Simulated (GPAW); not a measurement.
Crystal: Al2Au.

```
Au Al
1.0
     0.00000    3.00000    3.00000
     3.00000    0.00000    3.00000
     3.00000    3.00000    0.00000
Au Al
1 2
Direct
  0.00000 0.00000 0.00000
  0.75000 0.75000 0.75000
  0.25000 0.25000 0.25000
```

Base run:

```yaml
Program: GPAW 26.7.0
Functional: RPBE
Potentials_or_basis: the program's PAW data sets (release 1.2.1) made for this functional
Cutoff: 600 eV
Basis: pw
k_mesh: 8 × 8 × 8
Occupations: fermi-dirac, width 0.05 eV
Spin: no spin polarisation
```

Its results: pressure 5.8 GPa.

Task: After a change of settings the same cell gave: pressure -2.3 GPa. Which change was it?
A. functional from RPBE to PBEsol; potentials or basis from the program's PAW data sets (release 1.2.1) made for this functional to PAW data sets generated in the run's folder for this functional
B. functional from RPBE to PBE; potentials or basis from the program's PAW data sets (release 1.2.1) made for this functional to GPAW PAW data sets (gpaw-data 1.2.1)
C. functional from RPBE to LDA
D. functional from RPBE to SCAN; potentials or basis from the program's PAW data sets (release 1.2.1) made for this functional to GPAW PAW data sets (gpaw-data 1.2.1)

Result: C.

LDA binds more tightly than RPBE, so the same cell stands under less pressure.

Caveats: with this Au data set, volumes or pressures lay over 1.5 % or 2 GPa off other programs in two to four cells of ten.
